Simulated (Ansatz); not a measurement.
**Defect calculation, host TiC**

Method: DFT PBE, scalar-relativistic, plane waves, PAW (Ansatz). Settings: 420 eV cutoff, 6×6×6 k-mesh, shifted by half a step, Gaussian smearing of 0.10 eV, no spin polarisation.

Host crystal, relaxed:

```
CELL_PARAMETERS angstrom
0.00000 2.16639 2.16639
2.16639 0.00000 2.16639
2.16639 2.16639 0.00000
ATOMIC_POSITIONS crystal
Ti 0.00000 0.00000 0.00000
C 0.50000 0.50000 0.50000
```

Supercell of 8 atoms, rows in host cell vectors: -1 -1 1; -1 1 -1; 1 -1 -1. Atoms relax at the host's cell, keeping the symmetry that the supercell leaves at the site. The cell is small, so energies carry finite-size errors of tenths of an eV. The host is a metal. Atoms are taken from and returned to the elements' standard states.

The defect is an interstitial at (0.250, 0.250, 0.250) of the host cell.

```json
{"charge": "0", "E_f at the valence band top (eV)": "5.23", "moment (μB)": "0.00", "largest move (Å)": "0.16", "atoms near the site": "4 C at 1.73 Å, 4 Ti at 2.04 Å"}
```

(1) Which element is it? Judge by the nearest distance in charge 0 and covalent radii.
A. Tl
B. Ir
C. Sb
D. Au
E. C

Answers

(1) E. The nearest neighbour is C at 1.73 Å, and the summed covalent radii with C are 2.12 Å for Au, 1.52 Å for C, 2.17 Å for Ir, 2.15 Å for Sb, 2.21 Å for Tl, so C fits best. Bonds can miss such sums by a tenth of an ångström or more.